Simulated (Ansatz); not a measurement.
Crystal: GaP.

```xyz
2
Lattice="0.0000 2.7252 2.7252 2.7252 0.0000 2.7252 2.7252 2.7252 0.0000" Properties=species:S:1:pos:R:3 pbc="T T T"
Ga    0.0000    0.0000    0.0000
P     4.0879    4.0879    4.0879
```

Program: Ansatz 0.2.0. Alike in all runs: cell as given. Hardware: 1 thread of AMD EPYC 9R45 96-Core Processor (Zen 5), on a shared host.

Order these runs on this cell by their wall time, lowest first.
A. task single point; level PBE; potentials or basis all-electron LAPW, scalar-relativistic; spin off; k mesh 3 × 3 × 3; cutoff (eV) 240; smearing fermi-dirac 0.06 eV; basis error allowed 0.003 eV/atom; mesh quality coarse
B. task single point; level PBEsol; potentials or basis all-electron LAPW, scalar-relativistic; spin off; k mesh 8 × 8 × 8; cutoff (eV) 278; smearing gaussian 0.05 eV; basis error allowed 0.001 eV/atom; mesh quality not flagged
C. task band structure; level PBE; potentials or basis all-electron LAPW, relativistic spinors; spin SOC, no magnetisation; k mesh 6 × 6 × 6; cutoff (eV) 278; smearing fermi-dirac 0.05 eV; basis error allowed 0.001 eV/atom; mesh quality not flagged

A (1.2 s), B (4.8 s), C (26 s).

Caveats: some runs use coarse meshes; an odd mesh through Γ misses points on the zone boundary, where band edges often lie (some runs).
